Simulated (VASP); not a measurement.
A run of VASP 6.6.1 is set up as follows.

The input INCAR:

```
SYSTEM = Si3Ge
PREC     = Accurate       ! precision mode
ENCUT    = 600            ! plane-wave cutoff, eV
EDIFF    = 1E-6           ! SCF threshold, eV
ISMEAR   = 0              ! smearing method
SIGMA    = 0.03           ! smearing width, eV
LREAL    = .FALSE.        ! projectors in reciprocal space
LASPH    = .TRUE.         ! aspherical terms in the spheres
NELM     = 80             ! most SCF steps
ALGO     = Normal         ! electronic algorithm
ISIF     = 3              ! what is computed and relaxed
LWAVE    = .FALSE.        ! write WAVECAR
LCHARG   = .FALSE.        ! write CHGCAR
GGA      = PS             ! functional
IBRION   = 2              ! ionic algorithm
NSW      = 90             ! ionic steps
EDIFFG   = -0.01          ! ionic threshold
LUSENCCL = .FALSE.
```

Contents of KPOINTS:

```
regular mesh
0
G
  6 6 6
  0 0 0
```

The input POSCAR:

```
Si3Ge
1.0
    0.0000000000      5.4847950000      5.4847950000
    5.4847950000      0.0000000000      5.4847950000
    5.4847950000      5.4847950000      0.0000000000
Ge Si
4 12
Direct
    0.3750000000      0.3750000000      0.3750000000
    0.3750000000      0.3750000000      0.8750000000
    0.3750000000      0.8750000000      0.3750000000
    0.2500000000      0.2500000000      0.7500000000
    0.3750000000      0.8750000000      0.8750000000
    0.8750000000      0.3750000000      0.3750000000
    0.8750000000      0.3750000000      0.8750000000
    0.8750000000      0.8750000000      0.3750000000
    0.8750000000      0.8750000000      0.8750000000
    0.2500000000      0.2500000000      0.2500000000
    0.2500000000      0.7500000000      0.2500000000
    0.2500000000      0.7500000000      0.7500000000
    0.7500000000      0.2500000000      0.2500000000
    0.7500000000      0.2500000000      0.7500000000
    0.7500000000      0.7500000000      0.2500000000
    0.7500000000      0.7500000000      0.7500000000
```

Potentials or basis: VASP PAW PBE potentials, release 64 (Ge_d, Si).

Command:

```bash
$ cat potpaw_PBE.64/Ge_d/POTCAR potpaw_PBE.64/Si/POTCAR > POTCAR
$ mpirun -np 1 vasp_std > vasp.out
```

Task: What does it give for the space group after relaxing (to 0.05 Å)?

Result: Cm (No. 8).

Task: What does it give for the relaxed cell?

Result: a = 7.759 Å, b = 7.760 Å, c = 7.760 Å, α = 60.00°, β = 60.00°, γ = 60.00°.

Task: Estimate the relaxed volume.

Result: 20.65 Å³/atom.

Task: Estimate the band gap on the k mesh.

Result: 0.40 eV, direct.

Forces on the atoms (eV/Å):
```
Ge   0.000  0.003 -0.001
Ge  -0.003  0.000 -0.001
Ge  -0.005  0.005 -0.003
Ge   0.001 -0.001  0.002
Si  -0.003  0.003 -0.001
Si   0.005 -0.005 -0.007
Si   0.003 -0.003 -0.004
Si   0.002 -0.002 -0.009
Si   0.002 -0.002 -0.009
Si   0.000  0.000  0.002
Si   0.004 -0.001  0.003
Si   0.001 -0.004  0.003
Si  -0.003  0.004  0.005
Si  -0.004  0.003  0.005
Si   0.000  0.000  0.007
Si  -0.002  0.002  0.009
```

Caveat: the PAW data sets were made with another functional, which shifts forces and pressure a little. A k mesh can miss the band edges.
